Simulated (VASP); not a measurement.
# NaF (Villiaumite) (Fm-3m) in VASP: notebook

Aim: see how the results for NaF (Villiaumite) move with the level of theory and the settings. Levels: LDA, r2SCAN, PBE. Tasks: band structure, dielectric tensor, optical spectrum.

All numbers are computed with VASP 6.6.1; they aren't measurements. Logs are shortened: lines on timing, memory, paths and dates and some standing lists are left out, and cuts for length are marked.

**1. The crystal as given**

It takes space group Fm-3m (No. 225, cubic). Conventional cell: a = 4.628 Å, b = 4.628 Å, c = 4.628 Å, α = 90.00°, β = 90.00°, γ = 90.00°. Na (site symmetry m-3m) is surrounded by 6 F at 2.31 Å. Around F (site symmetry m-3m) lie 6 Na at 2.31 Å.

**2. Band structure, LDA**

INCAR

```
ALGO = Fast ; EDIFF = 1E-6
ENCUT = 520 ; GGA = CA
ISIF = 2 ; ISMEAR = 0
LASPH = True ; LCHARG = False
LREAL = False ; LWAVE = False
NBANDS = 14 ; NELM = 80
PREC = Accurate ; SIGMA = 0.03
```

KPOINTS

```
k-points
0
Gamma
  10 10 10
```

POSCAR

```
NaF                                     
1.0
    0.0000000000      2.3140630840      2.3140630840
    2.3140630840      0.0000000000      2.3140630840
    2.3140630840      2.3140630840      0.0000000000
  Na              F             
     1     1
Direct
     0.0000000000000000    0.0000000000000000    0.0000000000000000
     0.5000000000000000    0.5000000000000000    0.5000000000000000
```

KPOINTS_OPT

```
explicit points
252
Reciprocal
 0.0000000000  0.0000000000  0.0000000000 1
 0.0357142857  0.0000000000  0.0357142857 1
 0.0714285714  0.0000000000  0.0714285714 1
 0.1071428571  0.0000000000  0.1071428571 1
 0.1428571429  0.0000000000  0.1428571429 1
 0.1785714286  0.0000000000  0.1785714286 1
[... 244 lines left out ...]
 0.4908617900  0.0091382100  0.5000000000 1
 0.5091382100 -0.0091382100  0.5000000000 1
```

Potentials or basis: VASP PAW LDA potentials, release 64 (Na_pv, F).

On the command line:

```bash
$ cat potpaw_LDA.64/Na_pv/POTCAR potpaw_LDA.64/F/POTCAR > POTCAR
$ mpirun -np 1 vasp_std > vasp.out
```

OUTCAR:

```text
EDIFF = 1E-6
   ENCUT = 520
   GGA = CA
   ISIF = 2
   ISMEAR = 0
   LASPH = True
   LREAL = False
   NELM = 80
   PREC = Accurate

 ion  position               nearest neighbor table
   1  0.000  0.000  0.000-   2 2.31   2 2.31   2 2.31   2 2.31   2 2.31   2 2.31
   2  0.500  0.500  0.500-   1 2.31   1 2.31   1 2.31   1 2.31   1 2.31   1 2.31

  LATTYP: Found a face centered cubic cell.
 ALAT       =     4.6281261680

  Lattice vectors:

 A1 = (   0.0000000000,   2.3140630840,   2.3140630840)
 A2 = (   2.3140630840,   0.0000000000,   2.3140630840)
 A3 = (   2.3140630840,   2.3140630840,   0.0000000000)

Analysis of symmetry for initial positions (statically):
=====================================================================
 Subroutine PRICEL returns:
 Original cell was already a primitive cell.

 Routine SETGRP: Setting up the symmetry group for a
 face centered cubic supercell.

 Subroutine GETGRP returns: Found 48 space group operations
 (whereof 48 operations were pure point group operations)
 out of a pool of 48 trial point group operations.

The static configuration has the point symmetry O_h .

Analysis of symmetry for dynamics (positions and initial velocities):
=====================================================================
 Subroutine PRICEL returns:
 Original cell was already a primitive cell.

 Routine SETGRP: Setting up the symmetry group for a
 face centered cubic supercell.

 Subroutine GETGRP returns: Found 48 space group operations
 (whereof 48 operations were pure point group operations)
 out of a pool of 48 trial point group operations.

The dynamic configuration has the point symmetry O_h .

 Subroutine INISYM returns: Found 48 space group operations
 (whereof 48 operations are pure point group operations),
 and found     1 'primitive' translations

----------------------------------------------------------------------------------------

                                     Primitive cell

  volume of cell :      24.7831

  direct lattice vectors                    reciprocal lattice vectors
     0.000000000  2.314063084  2.314063084    -0.216070168  0.216070168  0.216070168
     2.314063084  0.000000000  2.314063084     0.216070168 -0.216070168  0.216070168
     2.314063084  2.314063084  0.000000000     0.216070168  0.216070168 -0.216070168

  length of vectors
     3.272579398  3.272579398  3.272579398     0.374244509  0.374244509  0.374244509

  position of ions in fractional coordinates (direct lattice)
     0.000000000  0.000000000  0.000000000
     0.500000000  0.500000000  0.500000000

  ion indices of the primitive-cell ions
   primitive index   ion index
                 1           1
                 2           2

----------------------------------------------------------------------------------------

 KPOINTS: k-points

Automatic generation of k-mesh.
 Grid dimensions read from file:
 generate k-points for:   10   10   10

 Generating k-lattice:

  Cartesian coordinates                     Fractional coordinates (reciprocal lattice)
    -0.021607017  0.021607017  0.021607017     0.100000000  0.000000000  0.000000000
     0.021607017 -0.021607017  0.021607017     0.000000000  0.100000000  0.000000000
     0.021607017  0.021607017 -0.021607017     0.000000000  0.000000000  0.100000000

  Length of vectors
     0.037424451  0.037424451  0.037424451

  Shift w.r.t. Gamma in fractional coordinates (k-lattice)
     0.000000000  0.000000000  0.000000000

 Subroutine IBZKPT returns following result:
 ===========================================

 Found     47 irreducible k-points:

 Following reciprocal coordinates:
            Coordinates               Weight
  0.000000  0.000000  0.000000      1.000000
  0.100000  0.000000  0.000000      8.000000
  0.200000  0.000000  0.000000      8.000000
  0.300000  0.000000  0.000000      8.000000
  0.400000  0.000000  0.000000      8.000000
  0.500000  0.000000  0.000000      4.000000
[... 16 lines left out ...]
  0.300000  0.300000  0.000000      6.000000
  0.400000  0.300000  0.000000     24.000000
 [... further k-points ...]
   k-points           NKPTS =     47   k-points in BZ     NKDIM =     47   number of bands    NBANDS=     14
   number of dos      NEDOS =    301   number of ions     NIONS =      2
   total plane-waves  NPLWV =  13824
   dimension x,y,z NGX =    24 NGY =   24 NGZ =   24
   dimension x,y,z NGXF=    48 NGYF=   48 NGZF=   48
   ions per type =               1   1
   NGX,Y,Z   is equivalent  to a cutoff of  12.19, 12.19, 12.19 a.u.
   NGXF,Y,Z  is equivalent  to a cutoff of  24.38, 24.38, 24.38 a.u.
 SYSTEM =  unknown system
   PREC   = accura    normal or accurate (medium, high low for compatibility)
   ISTART =      0    job   : 0-new  1-cont  2-samecut
   ICHARG =      2    charge: 1-file 2-atom 10-const
   ISPIN  =      1    spin polarized calculation?
   LNONCOLLINEAR =      F non collinear calculations
   LSORBIT =      F    spin-orbit coupling
   LASPH  =      T    aspherical Exc in radial PAW
   ENCUT  =  520.0 eV  38.22 Ry    6.18 a.u.   6.08  6.08  6.08*2*pi/ulx,y,z
   NELM   =     80;   NELMIN=  2; NELMDL= -5     # of ELM steps
   EDIFF  = 0.1E-05   stopping-criterion for ELM
   LREAL  =      F    real-space projection
   EDIFFG = 0.1E-04   stopping-criterion for IOM
   NSW    =      0    number of steps for IOM
   IBRION =     -1    ionic relax: 0-MD 1-quasi-New 2-CG
   NFREE  =      0    steps in history (QN), initial steepest desc. (CG)
   ISIF   =      2    stress and relaxation
   ISYM   =      2    0-nonsym 1-usesym 2-fastsym
   POTIM  = 0.5000    time-step for ionic-motion
   TEBEG  =    0.0;   TEEND  =   0.0 temperature during run
   PSTRESS=    0.0 pullay stress
   NELECT =      14.0000    total number of electrons
   NUPDOWN=      -1.0000    fix difference up-down
   EMIN   =  10.00;   EMAX   =-10.00  energy-range for DOS
   EFERMI =   0.00;   METHOD = LEGACY
   ISMEAR =     0;   SIGMA  =   0.03  broadening in eV -4-tet -1-fermi 0-gaus
   EFERMI_NEDOS =   21; number of points for ismear=-14 and -15
   IALGO  =     68    algorithm
   IMIX   =      4    mixing-type and parameters
     AMIX     =   0.40;   BMIX     =  1.00
     AMIX_MAG =   1.60;   BMIX_MAG =  1.00
  volume/ion in A,a.u.               =      12.39        83.62
  Fermi-wavevector in a.u.,A,eV,Ry     =   1.353315  2.557395 24.918556  1.831462
  Thomas-Fermi vector in A             =   2.480581
   LORBIT       =      0    0 simple, 1 ext, 2 COOP (PROOUT), +10 PAW based schemes
   GGA     = CA    functional components
   LHFCALC =     F    Hartree Fock is set to
   AEXX    =    0.0000 exact exchange contribution
   IVDW    =     0    specifies the selected vdW correction
   LEPSILON=     F    determine dielectric tensor
   LRPA    =     F    only Hartree local field effects (RPA)
 non-spin polarized calculation
 RMM-DIIS sequential band-by-band and
 Gauss-broadening in eV      SIGMA  =   0.03
  energy-cutoff  :      520.00
  volume of cell :       24.78
 maximum number of plane-waves:       692
   NGX = 13   NGY = 13   NGZ = 13

 number of electron      13.9999979 magnetization

 Free energy of the ion-electron system (eV)
  ---------------------------------------------------
  ext. energy  EPLUGINS =         0.00000000
  ---------------------------------------------------
  free energy    TOTEN  =        -9.30764634 eV

  energy without entropy =       -9.30764634  energy(sigma->0) =       -9.30764634

 E-fermi :  -2.2942     XC(G=0):  -9.9631

 val. band max:       -2.4953417499   @ k =   0.0000   0.0000   0.0000
 cond. band min:       3.4800653632   @ k =   0.0000   0.0000   0.0000
 fundamental gap:      5.9754071131
 Fermi energy:        -2.2941974886

 k-point     1 :       0.0000    0.0000    0.0000
  band No.  band energies     occupation
      1     -21.2620      2.00000
      2     -21.2452      2.00000
      3     -21.2452      2.00000
      4     -21.2452      2.00000
      5      -2.4953      2.00000
      6      -2.4953      2.00000
      7      -2.4953      2.00000
      8       3.4801      0.00000
      9      16.0652      0.00000
     10      16.0652      0.00000
     11      16.0652      0.00000
     12      18.8840      0.00000
     13      21.1170      0.00000
     14      21.1170      0.00000

 k-point     2 :       0.1000    0.0000    0.0000
  band No.  band energies     occupation
      1     -21.5124      2.00000
      2     -21.2465      2.00000
      3     -21.2465      2.00000
      4     -20.9806      2.00000
      5      -2.7054      2.00000
      6      -2.5215      2.00000
      7      -2.5215      2.00000
      8       3.8453      0.00000
      9      14.7741      0.00000
     10      16.2223      0.00000
     11      16.2223      0.00000
     12      20.3320      0.00000
     13      20.7041      0.00000
     14      20.7041      0.00000

 k-point     3 :       0.2000    0.0000    0.0000
  band No.  band energies     occupation
      1     -21.7340      2.00000
      2     -21.2498      2.00000
      3     -21.2498      2.00000
      4     -20.7203      2.00000
      5      -3.1843      2.00000
      6      -2.5894      2.00000
      7      -2.5894      2.00000
      8       4.7756      0.00000
      9      13.0180      0.00000
     10      16.6166      0.00000
     11      16.6166      0.00000
     12      20.0759      0.00000
     13      20.0759      0.00000
     14      21.5013      0.00000
[... 324 lines left out ...]
 k-point    23 :       0.3000    0.3000    0.0000
  band No.  band energies     occupation
      1     -21.6913      2.00000
      2     -21.2826      2.00000
      3     -21.2826      2.00000
      4     -20.6981      2.00000
      5      -3.6156      2.00000
      6      -2.7820      2.00000
      7      -2.7820      2.00000
      8       6.7578      0.00000
      9      11.4529      0.00000
     10      14.9840      0.00000
     11      16.6212      0.00000
     12      16.6212      0.00000
     13      22.8436      0.00000
     14      23.3854      0.00000

 k-point    24 :       0.4000    0.3000    0.0000
  band No.  band energies     occupation
      1     -21.6723      2.00000
      2     -21.2967      2.00000
      3     -21.2883      2.00000
      4     -20.6987      2.00000
      5      -3.7304      2.00000
      6      -2.8953      2.00000
      7      -2.8361      2.00000
      8       7.7525      0.00000
      9      10.9121      0.00000
     10      13.8601      0.00000
     11      16.7188      0.00000
     12      16.7497      0.00000
     13      22.6069      0.00000
     14      23.7600      0.00000

 [... further k-points ...]

------------------------ aborting loop because EDIFF is reached ----------------------------------------

  FORCE on cell =-STRESS in cart. coord.  units (eV):
  Direction    XX          YY          ZZ          XY          YZ          ZX
  --------------------------------------------------------------------------------------
  -------------------------------------------------------------------------------------
  Total       -0.6576971     -0.6576971     -0.6576971     -0.0000000      0.0000000      0.0000000
  in kB      -42.5187947    -42.5187947    -42.5187947     -0.0000000      0.0000000      0.0000000
  external PRESSURE =     -42.5187947 kB  Pullay stress =       0.0000000 kB

 VOLUME and BASIS-vectors are now :
 -----------------------------------------------------------------------------
  energy-cutoff  :      520.00
  volume of cell :       24.78
      direct lattice vectors                 reciprocal lattice vectors
     0.000000000  2.314063084  2.314063084    -0.216070168  0.216070168  0.216070168
     2.314063084  0.000000000  2.314063084     0.216070168 -0.216070168  0.216070168
     2.314063084  2.314063084  0.000000000     0.216070168  0.216070168 -0.216070168

 POSITION                                       TOTAL-FORCE (eV/Angst)
 -----------------------------------------------------------------------------------
      0.00000      0.00000      0.00000         0.000000     -0.000000      0.000000
      2.31406      2.31406      2.31406        -0.000000      0.000000     -0.000000
 -----------------------------------------------------------------------------------
    total drift:                                0.000000     -0.000000      0.000000

  FREE ENERGIE OF THE ION-ELECTRON SYSTEM (eV)
  ---------------------------------------------------
  free  energy   TOTEN  =        -9.3076463441 eV

  energy  without entropy=       -9.3076463441  energy(sigma->0) =       -9.30764634
```

Wall time 15 s (1 thread of Intel Xeon 6975P-C (Granite Rapids), shared host); peak memory 0.15 GiB.

What came out:

```
Free energy             : -9.3076 eV
Pressure                : -4.3 GPa
Band gap on the k mesh  : 5.98 eV, direct
Band gap along the path : 5.98 eV, direct
```

Levels at the corners of the path, in eV from the valence-band top:
| point | band 4 | band 5 | band 6 | band 7 | band 8 | band 9 | band 10 | band 11 |
| --- | --- | --- | --- | --- | --- | --- | --- | --- |
| Γ | -18.75 | 0.00 | 0.00 | 0.00 | 5.98 | 18.56 | 18.56 | 18.56 |
| X | -18.49 | -1.34 | -0.42 | -0.42 | 12.78 | 12.85 | 13.28 | 19.37 |
| X | -18.49 | -1.34 | -0.42 | -0.42 | 12.78 | 12.85 | 13.28 | 19.37 |
| W | -18.12 | -0.91 | -0.91 | -0.60 | 12.82 | 12.82 | 14.86 | 16.55 |
| W | -18.12 | -0.91 | -0.91 | -0.60 | 12.82 | 12.82 | 14.86 | 16.55 |
| K | -18.14 | -1.11 | -0.87 | -0.39 | 12.43 | 12.84 | 14.38 | 19.02 |
| K | -18.14 | -1.11 | -0.87 | -0.39 | 12.43 | 12.84 | 14.38 | 19.02 |
| Γ | -18.75 | 0.00 | 0.00 | 0.00 | 5.98 | 18.56 | 18.56 | 18.56 |
| Γ | -18.75 | 0.00 | 0.00 | 0.00 | 5.98 | 18.56 | 18.56 | 18.56 |
| L | -17.81 | -1.67 | -0.27 | -0.27 | 10.41 | 12.13 | 19.71 | 19.71 |
| L | -17.81 | -1.67 | -0.27 | -0.27 | 10.41 | 12.13 | 19.71 | 19.71 |
| U | -18.14 | -1.11 | -0.87 | -0.39 | 12.43 | 12.84 | 14.38 | 19.02 |
| U | -18.14 | -1.11 | -0.87 | -0.39 | 12.43 | 12.84 | 14.38 | 19.02 |
| W | -18.12 | -0.91 | -0.91 | -0.60 | 12.82 | 12.82 | 14.86 | 16.55 |
| W | -18.12 | -0.91 | -0.91 | -0.60 | 12.82 | 12.82 | 14.86 | 16.55 |
| L | -17.81 | -1.67 | -0.27 | -0.27 | 10.41 | 12.13 | 19.71 | 19.71 |
| L | -17.81 | -1.67 | -0.27 | -0.27 | 10.41 | 12.13 | 19.71 | 19.71 |
| K | -18.14 | -1.11 | -0.87 | -0.39 | 12.43 | 12.84 | 14.38 | 19.02 |
| U | -18.14 | -1.11 | -0.87 | -0.39 | 12.43 | 12.84 | 14.38 | 19.02 |
| X | -18.49 | -1.34 | -0.42 | -0.42 | 12.78 | 12.85 | 13.28 | 19.37 |

(Continued in part 2 of 3.)
